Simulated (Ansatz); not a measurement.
**Which element?**

Cell vectors (Å):

```
0.0000 2.9383 2.9383
2.9383 0.0000 2.9383
2.9383 2.9383 0.0000
```

```
atom       a       b       c
   X  0.0000  0.0000  0.0000
   S  0.7500  0.7500  0.7500
```

Level of theory: PBEsol, all-electron LAPW in Ansatz 0.2.0, scalar-relativistic. k mesh 10×10×10, Fermi-Dirac smearing of 0.080 eV.

Harmonic phonons of a crystal by Kohn-Sham DFT at the given cell, standard atomic masses, acoustic sum rule imposed; negative wavenumbers are unstable modes.

```tsv
point	q a (r.l.u.)	q b (r.l.u.)	q c (r.l.u.)	branch	phonon wavenumber (cm⁻¹)
Gamma	0	0	0	4	170.2
L	0.5	0	0	1	24
L	0.5	0	0	3	90.4
L	0.5	0	0	4	217.6
L	0.5	0	0	6	285.2
X	0.5	0.5	0	1	23.4
X	0.5	0.5	0	3	99.1
X	0.5	0.5	0	4	256.8
X	0.5	0.5	0	6	270.9
```

Task: All X atoms are one element. Which one was computed?

Result: Hg; the crystal is HgS (F-43m).

Known limits: the gap is closed or tiny at this level, so small that the run used smearing; responses move with mesh and smearing; a very soft zone-boundary mode, near an instability or sensitive to the mesh; this zinc-blende form is metastable at ambient conditions; no spin-orbit coupling on heavy atoms.
